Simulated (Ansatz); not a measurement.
## Ni (I4/mmm): stretched by 10 % along z at fixed volume; spin–orbit coupling, moments along [001]

All numbers below come from DFT, PBE, all-electron LAPW, Dirac equation with spin-orbit coupling in Ansatz.

Command: `ansatz run input.yaml --threads 4 --pin off --max-ram 8192MiB --backend cpu --events-out ev --progress --plain --runs-dir out`

The folder start holds the state saved by an earlier run of the same cell, from which the iterations begin.

```yaml
crystal:
  lattice:
    - [0.0, 1.6799391071, 1.9381285]
    - [1.6799391071, 0.0, 1.9381285]
    - [1.6799391071, 1.6799391071, 0.0]
  atoms:
    - { symbol: Ni, position: [0.0, 0.0, 0.0], spin: 0.7, spin_axis: [0.0, 0.0, 1.0] }
magnetization:
  noncollinear: true
  spin_orbit: true
kpoints:
  mp_grid: { grid: [12, 12, 12] }
scf:
  occupations: { method: fermi_dirac, width: 0.05 }
  convergence: { dr2_threshold: 1.0e-08 }
  max_iter: 60
  lower_state_search: "off"
hamiltonian:
  xc: pbe
  pseudopotentials: { kind: all_electron, lapw: { basis_error: 2.5e-05 } }
output:
  eigenvalues: false
  hubbard: { sites: [{ species: Ni, l: d }] }
checkpoint:
  write: state
  compress: false
  write_every: 100000
  read: start
```

Log:

```
Warning: checkpoint.read: spin treatment differs: saved collinear, current noncollinear; the saved charge density seeds this run and the saved magnetisation is carried along the axis that this deck's starting moments share; the saved density holds an absolute magnetisation of 7.2e-1 μB; saved orbitals and DFT+U occupations are not carried
settings of this run that can trade accuracy for cost: output.eigenvalues: false. Do not mix this run's numbers with those of runs without the same settings; the input reference describes each key
Ni: projections on atomic orbitals take those of the free atom 1s2 2s2 2p6 3s2 3p6 3d8 4s2, of charge +0.00 (hamiltonian.pseudopotentials.projection_atoms)
LAPW: plane waves up to 11.387 Å⁻¹, error target 2.5e-5 eV per atom; Dirac's equation on spinors; Ni in spheres of 1.188 Å, 18 of its electrons in bands (how accurate: hamiltonian.pseudopotentials.lapw.basis_error, Limitations)
Engine: ansatz 0.2.0
Pseudopotentials: kind: all_electron
Pseudopotential: Ni, LAPW, valence charge 18, lapw/all_electron/dirac/gaussian/Ni, Dirac's equation, gaussian nucleus
Functional definition: PBE
  parameter kappa = 0.804
  parameter beta = 0.06672455060314922
  exchange = pbe_x(kappa = kappa, mu = beta*pi^2/3)
  correlation = pbe_c(beta = beta)
Crystal: 1 atoms, lattice volume = 10.940 Å³
Basis set: ecut = 494.0523740855602 eV, 283 PW (Γ), FFT grids on a1−a2, a2, a3, exchange–correlation at level 2
Bands: 26, of which v1, the nominal top of the filled ones, is band 18 counted from 1 (17 counted from 0)
Symmetry: 8 space group operations + 8 with time reversal
Magnetic group: BNS 139.537 (UNI 1197), of the structure as read, at distance tolerance 2.2e-5 Å
k-points: 163 of 1728 (time reversal used)
Non-local potential: Ni, projectors of the file, none
Initial density: read from a saved state, or passed on in memory by an earlier SCF of this step, an earlier step, the calling program or the single point that the run made first
Starting moments: Σ|m| = 0.7 μB on 1 of 1 site; this step starts from the density that it was given
Initial wavefunctions: plane waves of lowest kinetic energy (no species holds an atomic orbital)
Functional: x = pbe(κ = 0.804, μ = 0.2195149727645171), c = pbe(β = 0.06672455060314922)
iter 1 solved again at ethr=4.70e-9 eV; its pass at ethr=1.00e-1 eV (dr2=8.47e-7 eV) is discarded
SCF iter   1: F=—  HF=-41383.949514 eV  |F-HF|=—  |Δ(HF+E_count)|=         —  Δρ=4.06e-4  dr2=7.42e-8  dr2_m=4.84e-6  ethr=4.70e-9  |M|=6.49e-1 ∫|m|=7.38e-1 μB  β_m=0.30  ⟨swp⟩=6.4  Hψ=42304  notcnv=0
the basis was enlarged: its passes take 12.2 MiB over the memory plan, 4 of 4 planned eigensolver slots
preconditioner: auto → none  [metal: Δε(μ)=0.001 eV  Ē_g=14.148 eV  σ=0.050 eV  W_gap=0.00  n_scr=0 (ndim 8)  ℏωp=35.5 eV  f_vac=0.000  D(μ)=1.80/eV (n_scr^D=26)]
SCF iter   2: F=—  HF=-41383.949506 eV  |F-HF|=—  |Δ(HF+E_count)|=   7.36e-6  Δρ=3.19e-4  dr2=1.88e-7  dr2_m=2.97e-6  ethr=4.12e-10  |M|=6.49e-1 ∫|m|=7.38e-1 μB  β_m=0.65  ⟨swp⟩=3.0  Hψ=12943  notcnv=0
SCF iter   3: F=—  HF=-41383.949561 eV  |F-HF|=—  |Δ(HF+E_count)|=   5.49e-5  Δρ=3.41e-4  dr2=6.40e-6  dr2_m=8.02e-7  ethr=4.12e-10  |M|=6.47e-1 ∫|m|=7.36e-1 μB  β_m=0.28  ⟨swp⟩=3.7  Hψ=14416  notcnv=0  recentre
[...]
iter 7 did not close the SCF: its close was put off for a basis of augmented plane waves that was refined there (scf_convergence_deferred on its scf_iter line)
SCF iter   7: F=-41383.949518 eV  HF=-41383.949518 eV  |F-HF|=1.82e-10  |Δ(HF+E_count)|=   1.13e-8  Δρ=3.66e-7  dr2=2.47e-12  dr2_m=7.40e-12  ethr=1.59e-12 (applied; sched 1.00e-12)  |M|=6.47e-1 ∫|m|=7.36e-1 μB  β_m=0.95  ⟨swp⟩=3.0  Hψ=12907  notcnv=0
SCF iter   8: F=—  HF=-41383.949589 eV  |F-HF|=—  |Δ(HF+E_count)|=         —  Δρ=9.03e-8  dr2=5.30e-13  dr2_m=1.83e-13  ethr=1.37e-12 (applied; sched 1.00e-12)  |M|=6.47e-1 ∫|m|=7.36e-1 μB  β_m=0.95  ⟨swp⟩=2.0  Hψ=11211  notcnv=0
the basis was enlarged: its passes take 18.2 MiB over the memory plan, 4 of 4 planned eigensolver slots
SCF iter   9: F=—  HF=-41383.949590 eV  |F-HF|=—  |Δ(HF+E_count)|=   6.55e-7  Δρ=1.18e-5  dr2=5.47e-11  dr2_m=3.64e-9  ethr=1.59e-12 (applied; sched 1.00e-12)  |M|=6.47e-1 ∫|m|=7.36e-1 μB  β_m=0.97  ⟨swp⟩=3.0  Hψ=12952  notcnv=0
SCF iter  10: F=-41383.949590 eV  HF=-41383.949590 eV  |F-HF|=7.35e-10  |Δ(HF+E_count)|=   2.57e-8  Δρ=5.34e-7  dr2=2.04e-11  dr2_m=8.88e-12  ethr=1.61e-12 (applied; sched 1.00e-12)  |M|=6.47e-1 ∫|m|=7.36e-1 μB  ⟨swp⟩=3.1  Hψ=12966  notcnv=0
SCF 1 converged in 10 iterations: F = -41383.949590 eV  dr2 = 2.04e-11
SCF converged after 10 iterations
Magnetization: |M| = 0.6474 μB,  M = (-0.0000, -0.0000, +0.6474) μB
Absolute magnetization: 0.7359 μB (∫|m|)
  site 0: m = (+0.0000, +0.0000, +0.6802) μB, |m| = 0.6802 μB  (R = 1.19 Å)
Free energy (F): -41383.949590 eV
Harris-Foulkes:  -41383.949590 eV  (|F-HF|=7.35e-10)
Internal energy: -41383.934682 eV  (E = F + TS)
E sigma→0 (E₀):  -41383.942136 eV
Entropy (-TS):   -0.014908 eV (-14.908 meV/atom)
Fermi energy:    18.160167 eV
--- Per-component energies (eV) ---
  E_band       = -284.121276
  E_kinetic    = 42051.442520
  E_xc         = -1730.917989
  E_electrostatic = -81704.459213  (all electrons and nuclei)
  E_smearing   = -0.014908  (= −TS)
  E_closure    = 0.000000  (closes the sum)
  E_atoms      = -41376.897812  (free atoms, spherical and without spin; not in F)
  Σ components = -41383.949590   (vs F -41383.949590, Δ=0.00e0)
  Basis errors (estimates in eV, not in F): energy 6.8e-6 per atom: plane waves 5.8e-6 (3.1e-6 summed), levels above the bands 2.0e-101, relativity 4.8e-9, radial functions 1.0e-6, core shells 8.0e-10; eigenvalues (radial functions only) 7.0e-8; not estimated: angular momenta, meshes, grids; target (lapw.basis_error) 2.5e-5; muffin-tin radii Ni 1.188 Å
--- Occupation matrices: 1 shell (Löwdin-built; ε = 2.00e-2, provisional) ---
  Ni0 d_3D: site group D4h (4/mmm)
  Ni0 d_3D spinor Tr n = 8.8085  λ = 0.765 0.770 0.778 0.865 0.879 0.938 0.948 0.949 0.952 0.965  [3× xz 0.33 (T2g 0.99) E3/2g(0.67) | 2× z2 0.50 (Eg 0.99) E1/2g(0.50) | 5× x2-y2 0.20 (T2g 0.60) E3/2g(0.60)]
  Tr n, λ and their labels are of the run-group-symmetrised matrices; stabiliser: 16 of 32 elements of G0×{1,Θ} (closed), max defect 3.5e-15 at τ = 4.2e-3
settings of this run that can trade accuracy for cost: output.eigenvalues: false. Do not mix this run's numbers with those of runs without the same settings; the input reference describes each key
```

occupations.tsv:

```
# site	symbol	l	channel	k	occupation	cluster	real_ylm_label	real_ylm_weight	cubic_label	cubic_weight	pseudocubic_irrep	site_irrep	w_site_irrep	cell_site_irrep	w_cell_site_irrep
# projection_atom_Ni: 1s2 2s2 2p6 3s2 3p6 3d8 4s2
# site_irrep/w_site_irrep = the cluster's dominant irrep under the shell's site group (Mulliken, in the setting of the per-shell frame z, x; double-valued rows on a spinor block under rep=spin_orbital) and its weight, the cluster's purity; - without a site group
# cell_site_irrep/w_cell_site_irrep = the same under the site's group on the run's cell, the crystal's operations that keep its lattice, with its own per-shell comment where it differs; - as there, and where that group is no smaller or either group is refused
# basis = Löwdin-built
# labels = run-group-symmetrised matrices
# epsilon = 0.02 provisional = true under_converged = false
# stabiliser = 16/32 closed max_defect = 3.4532e-15 tolerance = 0.0042426
# site 0 Ni l=2_3D: orbit=0, site group D4h (4/mmm), |G|=16, z=[0.000000, 0.000000, 1.000000], x=[0.707107, 0.707107, 0.000000], rep=spin_orbital
0	Ni	2_3D	spinor	0	0.764613	0	xz	0.3320	xz	0.3320	T2g	E3/2g	0.6667	-	-
0	Ni	2_3D	spinor	1	0.769589	0	xz	0.3320	xz	0.3320	T2g	E3/2g	0.6667	-	-
0	Ni	2_3D	spinor	2	0.778445	0	xz	0.3320	xz	0.3320	T2g	E3/2g	0.6667	-	-
0	Ni	2_3D	spinor	3	0.865254	1	z2	0.4969	z2	0.4969	Eg	E1/2g	0.5000	-	-
0	Ni	2_3D	spinor	4	0.878598	1	z2	0.4969	z2	0.4969	Eg	E1/2g	0.5000	-	-
0	Ni	2_3D	spinor	5	0.937778	2	x2-y2	0.2014	x2-y2	0.2014	T2g	E3/2g	0.6000	-	-
0	Ni	2_3D	spinor	6	0.948376	2	x2-y2	0.2014	x2-y2	0.2014	T2g	E3/2g	0.6000	-	-
0	Ni	2_3D	spinor	7	0.948590	2	x2-y2	0.2014	x2-y2	0.2014	T2g	E3/2g	0.6000	-	-
0	Ni	2_3D	spinor	8	0.951765	2	x2-y2	0.2014	x2-y2	0.2014	T2g	E3/2g	0.6000	-	-
0	Ni	2_3D	spinor	9	0.965480	2	x2-y2	0.2014	x2-y2	0.2014	T2g	E3/2g	0.6000	-	-
# Tr n = 8.808489
```

Site moments (μB): Ni (0.00, 0.00, 0.68). Cell moment 0.65 μB.

The Ansatz runs typed with the search for lower states off end where their start leads. None of this fixes the real material's magnetic order: only patterns that fit the cell were computed, at zero temperature, with a functional that can overstate moments.

It took 77 s on 4 threads of Intel(R) Xeon(R) Platinum 8259CL CPU @ 2.50GHz (Skylake/Cascade Lake) (shared host), peak memory 0.98 GiB.
